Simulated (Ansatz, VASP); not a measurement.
Si in VASP and in Ansatz

Contents of INCAR:

```
ALGO = Normal
EDIFF = 1E-6
EDIFFG = -0.01
ENCUT = 580
GGA = PE
IBRION = 2
ISIF = 3
ISMEAR = -1
LASPH = True
LCHARG = False
LREAL = False
LWAVE = False
NELM = 60
NSW = 40
PREC = Accurate
SIGMA = 0.05
```

KPOINTS

```
k-points
0
Gamma
  8 8 8
```

The input POSCAR:

```
Si
1.0
    0.0000000000      2.7218511865      2.7218511865
    2.7218511865      0.0000000000      2.7218511865
    2.7218511865      2.7218511865      0.0000000000
Si
2
Direct
    0.5000000000      0.5000000000      0.5000000000
    0.7500000000      0.7500000000      0.7500000000
```

Contents of input.yaml:

```yaml
crystal:
  lattice:
    - [0.0, 2.7218511865, 2.7218511865]
    - [2.7218511865, 0.0, 2.7218511865]
    - [2.7218511865, 2.7218511865, 0.0]
  atoms:
    - { symbol: Si, position: [0.5, 0.5, 0.5] }
    - { symbol: Si, position: [0.75, 0.75, 0.75] }
hamiltonian:
  xc: pbe
  pseudopotentials: { kind: paw }
kpoints:
  mp_grid: { grid: [8, 8, 8] }
scf:
  occupations: { method: fermi_dirac, width: 0.05 }
output:
  forces: true
  stress: true
  eigenvalues: true
relax:
  f_tol: 0.01
  max_steps: 40
  cell: { stress_tol: 0.05 }
```

Alike in both runs: task relaxation of cell and atoms; functional PBE; k mesh 8 × 8 × 8; occupations fermi-dirac, width 0.05 eV; no spin polarisation.

```csv
,VASP,Ansatz
version,VASP 6.6.1,Ansatz 0.2.0
potentials or method,"VASP PAW PBE potentials, release 54 (Si)",Ansatz PAW
plane-wave cutoff (eV),580,420
valence electrons in the cell,8,8
```

```tsv
	VASP	Ansatz	Ansatz less VASP
gap on the k mesh at the Fermi level, each at its own relaxed structure (eV)	0.65	0.65	-0.002
relaxed volume (Å³/atom)	20.44	20.46	+0.016
relaxed cell length with the largest relative difference (Å)	3.867	3.868	+0.0010
energy change over the relaxation (meV/atom)	-1	-1	-0.1
```

Caveats: the plane-wave basis is chosen anew once the cell has moved, so the energies of steps on either side of that aren't comparable (Ansatz). A k mesh can miss the band edges.
